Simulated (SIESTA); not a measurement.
## HfO2 under changes of volume

One of the cells (11.375 Å³/atom); the others are scaled copies at fixed shape and fractional positions:

```
CELL_PARAMETERS angstrom
0.00000 2.57444 2.57444
2.57444 0.00000 2.57444
2.57444 2.57444 0.00000
ATOMIC_POSITIONS crystal
Hf 0.00000 0.00000 0.00000
O 0.75000 0.75000 0.75000
O 0.25000 0.25000 0.25000
```

Measurements of this composition are mostly on another form, of space group No. 14.

```yaml
Program: SIESTA 5.4.2
Functional: PBEsol
Potentials_or_basis: PseudoDojo 0.4 standard (PBEsol files)
Basis: DZP (energy shift 0.003 Ry; two zetas on semicore shells)
Grid_cutoff: 800 Ry
Energy_shift: 0.003 Ry
k_mesh: 9 × 9 × 9
Occupations: fermi-dirac, width 0.05 eV
Spin: no spin polarisation
```

```csv
volume (Å³/atom),energy over the lowest point (meV/atom),pressure (GPa),gap on the mesh (eV)
10.483,?,?,?
10.706,0.00,2.1,3.70
10.929,0.71,-3.1,3.66
11.375,22.77,-12.2,3.55
11.598,42.50,-16.0,3.50
11.821,67.35,-19.6,3.45
```

**Question.** What does the run at 10.483 Å³/atom give?

**Answer.** Energy over the lowest point 6.98 meV/atom; pressure 7.9 GPa; gap on the mesh 3.74 eV.

Worked out: A Birch-Murnaghan fit of order 3 (a polynomial in V^(-2/3)) to the other rows has its minimum at 10.79 Å³/atom with B0 = V·E''(V) = 265 GPa and B' = 4.7. It gives 7.26 meV/atom at 10.483 Å³/atom, against the run's 6.98, and -dE/dV = 8.3 GPa, against 7.9. A straight line through the other rows of the gap, of slope -2.57 eV per unit of ln V, extrapolates to 3.76 eV, against the run's 3.74.

Energies are extrapolated to zero smearing.

Caveats: short orbitals over semicore shells can move pressures by several GPa; spin-orbit coupling is left out, which moves the levels of the heavy elements; an odd mesh through Γ misses points on the zone boundary, where band edges often lie; the basis of atomic orbitals isn't converged, which shifts pressures, moduli and gaps.
